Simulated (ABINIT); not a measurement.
# BN (P6_3mc): G0W0 with ABINIT, start to end, part 3 of 3

How does a plane-wave GW calculation on BN (P6_3mc) run from the first input to the gap?

ABINIT 10.8.3; PBEsol and many-body steps on it, plane waves. Known limits of the many-body steps: not at the basis limit; coarse k mesh.

So far. Step 4 (Empty states on the mesh, 3×3×2 mesh, 21 bands): On this mesh the gap is 5.041 eV. Step 5 (Screening, 3×3×2 mesh, 17 bands, screening to 87.1 eV): Local fields lower ε∞ by 3 %. On a Γ-centred mesh this coarse the value itself is usually too large, while a short band sum pulls it down.

The database entry behind the starting cell has ideal inner coordinates that were not refined, so it need not match the best structure at ambient conditions.

## (6) Self-energy, 3×3×2 mesh, 17 bands, screening to 87.1 eV

The self-energy is evaluated for the states that the input lists, and the levels follow from it, in one-shot runs by the linearised quasiparticle equation.

This step: G0W0 on PBEsol, plane waves, norm-conserving pseudopotentials.

File run.abi:

```
acell 3*1.0 Angstrom
rprim 
  2.536000000002 -0.000000000000 0.000000000000
  -1.268000000000 2.196240423999 0.000000000000
  0.000000000000 0.000000000000 4.199000000000
ntypat 2
znucl 5 7
natom 4
typat 1 1 2 2
xred 
  0.666666666667 0.333333333333 0.000000000000
  0.333333333333 0.666666666667 0.500000000000
  0.666666666667 0.333333333333 0.375000000000
  0.333333333333 0.666666666667 0.875000000000
pp_dirpath "pseudos"
pseudos "B.upf, N.upf"
ecut 36
ngkpt 3 3 2
nshiftk 1
shiftk 0 0 0
kptopt 1
chksymbreak 0
istwfk *1
occopt 1
irdwfk 1
optdriver 4
nband 17
gwcalctyp 0
ecutsigx 36
symsigma 1
nkptgw 2
kptgw 
  0.0000000000 0.0000000000 0.0000000000
  0.3333333333 0.3333333333 0.0000000000
bdgw 
  7 10
  7 11
ecuteps 3.2
irdscr 1
ppmodel 1
indata_prefix "in"
outdata_prefix "out"
tmpdata_prefix "tmp"
```

Started as:

```console
$ OMP_NUM_THREADS=1 mpirun -n 4 abinit run.abi > log
```

Numbers of over 12 decimals in the logs are rounded to 6 here.

The log of the run:

```text
.Version 10.8.3 of ABINIT. v10.8.2 released Aug 2026.

 Symmetries : space group P6_3 m c (#186); Bravais hP (primitive hexag.)
[... echo of the input left out ...]
== DATASET  1 ==================================================================
-   mpi_nproc: 4, omp_nthreads: 1 (-1 if OMP is not activated)

--- !DatasetInfo
iteration_state: {dtset: 1, }
dimensions: {natom: 4, nkpt: 6, mband: 17, nsppol: 1, nspinor: 1, nspden: 1, mpw: 1677, }
cutoff_energies: {ecut:  36.0, pawecutdg:  -1.0, }
electrons: {nelect:   1.60000000E+01, charge:   0.00000000E+00, occopt:   1.00000000E+00, tsmear:   1.00000000E-02, }

 SIGMA: Calculation of the GW corrections

 Based on a program developped by R.W. Godby, V. Olevano, G. Onida, and L. Reining.
 Incorporated in ABINIT by V. Olevano, G.-M. Rignanese, and M. Torrent.
.Using double precision arithmetic ; gwpc =  8

[... cell and pseudopotentials left out ...]
--------------------------------------------------------------------------------

 ==== K-mesh for the wavefunctions ====
 Number of points in the irreducible wedge :     6
[... list of points left out ...]
 Together with 12 symmetry operations and time-reversal symmetry
 yields    18 points in the full Brillouin Zone.

 ==== Q-mesh for screening function ====
 Number of points in the irreducible wedge :     6
[... list of points left out ...]
 Together with 12 symmetry operations and time-reversal symmetry
 yields    18 points in the full Brillouin Zone.

 vcoul_init : cutoff-mode = AUXILIARY_FUNCTION
 q-points for optical limit:   1
     1)      0.000010    0.000020    0.000030
 setmesh: FFT mesh size selected  =    27x   27x   48
          total number of points  =        34992

 Number of electrons calculated from density =   16.0000; Expected =   16.0000
 average of density, n =  0.101379
 r_s =    1.3304
 omega_plasma =   30.7135 [eV]

 === KS Band Gaps ===
  >>>> For spin  1
   Minimum direct gap =   8.4459 [eV], located at k-point      :   0.0000  0.0000  0.0000
   Fundamental gap    =   5.0411 [eV], Top of valence bands at :   0.0000  0.0000  0.0000
                                       Bottom of conduction at :   0.3333  0.3333  0.0000
 SIGMA fundamental parameters:
 PLASMON POLE MODEL  1
 number of plane-waves for SigmaX                 1677
 number of plane-waves for SigmaC and W             37
 number of plane-waves for wavefunctions          1677
 number of bands                                    17
 number of independent spin polarizations            1
 number of spinorial components                      1
 number of k-points in IBZ                           6
 number of q-points in IBZ                           6
 number of symmetry operations                      12
 number of k-points in BZ                           18
 number of q-points in BZ                           18
 number of frequencies for dSigma/dE                 9
 frequency step for dSigma/dE [eV]                0.25
 number of omega for Sigma on real axis              0
 max omega for Sigma on real axis  [eV]           0.00
 zcut for avoiding poles [eV]                     0.10

 EPSILON^-1 parameters (SCR file):
 dimension of the eps^-1 matrix on file             37
 dimension of the eps^-1 matrix used                37
 number of plane-waves for wavefunctions          1677
 number of bands                                    17
 number of q-points in IBZ                           6
 number of frequencies                               2
 number of real frequencies                          1
 number of imag frequencies                          1

 matrix elements of self-energy operator (all in [eV])

 Perturbative Calculation

--- !SelfEnergy_ee
iteration_state: {dtset: 1, }
kpoint     : [   0.000,    0.000,    0.000, ]
spin       : 1
KS_gap     :    8.446
QP_gap     :   10.902
Delta_QP_KS:    2.456
data: !SigmaeeData |
     Band     E0 <VxcDFT>   SigX SigC(E0)      Z dSigC/dE  Sig(E)    E-E0       E
        7   8.522 -18.525 -22.211   4.206   0.837  -0.195 -18.090   0.435   8.957
        8   8.522 -18.525 -22.211   4.206   0.837  -0.195 -18.090   0.435   8.957
        9  16.968 -13.576  -6.745  -3.463   0.858  -0.165 -10.685   2.891  19.859
       10  16.968 -13.576  -6.745  -3.463   0.858  -0.165 -10.685   2.891  19.859

--- !SelfEnergy_ee
iteration_state: {dtset: 1, }
kpoint     : [   0.333,    0.333,    0.000, ]
spin       : 1
KS_gap     :   10.530
QP_gap     :   13.077
Delta_QP_KS:    2.547
data: !SigmaeeData |
     Band     E0 <VxcDFT>   SigX SigC(E0)      Z dSigC/dE  Sig(E)    E-E0       E
        7   3.033 -16.107 -21.018   4.574   0.822  -0.217 -16.383  -0.276   2.758
        8   3.033 -16.108 -21.018   4.574   0.822  -0.217 -16.383  -0.276   2.758
        9  13.563 -12.056  -6.379  -3.068   0.870  -0.149  -9.785   2.271  15.835
       10  22.069 -15.753  -7.525  -4.195   0.831  -0.204 -12.402   3.351  25.420
       11  22.069 -15.753  -7.525  -4.195   0.831  -0.204 -12.402   3.351  25.420

== END DATASET(S) ==============================================================
================================================================================

 -outvars: echo values of variables after computation  --------
           etotal      0.0000000000E+00
            nband          17
             nkpt           6
          spgroup         186
 [... the other variables as echoed above ...]

 Calculation completed.
```

It took 6.1 s on 4 MPI ranks of AMD EPYC 7571, shared host; peak memory 0.27 GiB; 23 s of CPU time.

This step gave:

```
G0W0 gap on the points computed              : 6.878 eV
starting gap on the mesh                     : 5.041 eV
k of the valence top                         : 0, 0, 0
k of the conduction bottom                   : 0.3333, 0.3333, 0
Z at the valence top                         : 0.837
Z at the conduction bottom                   : 0.87
least direct G0W0 gap on the computed points : 10.90 eV
```

The gap on the mesh goes from 5.04 eV to 6.88 eV, a correction of +1.84 eV.

Limits: finite bands, cutoff and mesh; coarse k mesh. v1 is the top filled band, c1 the lowest empty one. Levels before and after the correction, in eV, zero at the valence-band top of each column:

```csv
,conduction bottom,valence top
Kohn-Sham,5.04,0.00
G0W0,6.88,0.00
```

```csv
,level,energy (eV)
Kohn-Sham,Γ v2-v1,0.000
Kohn-Sham,Γ c1-c2,8.446
Kohn-Sham,(0.333 0.333 0) v2-v1,-5.489
Kohn-Sham,(0.333 0.333 0) c1,5.041
Kohn-Sham,(0.333 0.333 0) c2-c3,13.547
G0W0,Γ v2-v1,0.000
G0W0,Γ c1-c2,10.902
G0W0,(0.333 0.333 0) v2-v1,-6.199
G0W0,(0.333 0.333 0) c1,6.878
G0W0,(0.333 0.333 0) c2-c3,16.463
```

## (7) Where the time went

Times are wall times on 4 MPI ranks of AMD EPYC 7571, shared host, good to a factor of about two.

```csv
step,time,share,memory (GiB)
ground state,29 s,37 %,0.3
bands along the symmetry lines,29 s,37 %,0.29
empty states on the mesh,8.6 s,11 %,0.26
screening,5.6 s,7 %,0.21
self-energy,6.1 s,8 %,0.27
```

## (8) Results

```
PBEsol gap           : 5.04 eV, indirect
G0W0 gap on the mesh : 6.88 eV
GW settings          : 3×3×2 mesh, 17 bands, screening to 87.1 eV, Godby-Needs plasmon pole
known limits         : not at the basis limit; coarse k mesh
```

What this shows: G0W0 moves the gap on the mesh from 5.04 eV to 6.88 eV (+1.84 eV), with Z of 0.84 and 0.87 at the edges. Local fields lower the RPA ε∞ on this mesh from 5.31 to 5.17; a Γ-centred mesh this coarse tends to raise both, most where the direct gap is narrow, while a short band sum lowers them. Only 2 of the mesh's irreducible points were corrected, so a valley elsewhere could overtake. Bands and cutoff are finite, so the gap is not at the basis limit. The miss can reach some tenths of an eV and take either sign; the mesh is an error of its own. In the G0W0 run levels were corrected at 2 k points alone, so a gap called «on the mesh» is the least over those, and an edge elsewhere would be missed. The 3×3×2 mesh is coarse for this cell, which bears on the long-range parts of exchange and screening.

[Paths, hosts, dates, memory and timing lines, banners, echoed tables and standing remarks are left out of the program output.]

[Logs are printed without paths, hosts, clocks, repeated set-up lines and the standing remarks that a program may print on its own settings, such as how far it seeks lower states.]

[Runs of the session that timed out or met a known fault of the program may be left out.]

[Hosts, paths, dates, database ids (printed as entryN), source tags and the programs' standing remarks are cut or masked in the printed files.]

[G0W0 gaps are taken among the corrected bands and points alone; a level outside them can change the order at an edge.]

[Where Ansatz stands beside ABINIT at settings called matched, ABINIT's density can come from a denser mesh and the files from another edition; pairs whose starting gaps differed by over 0.03 eV were left out, so agreement reads better than it is.]
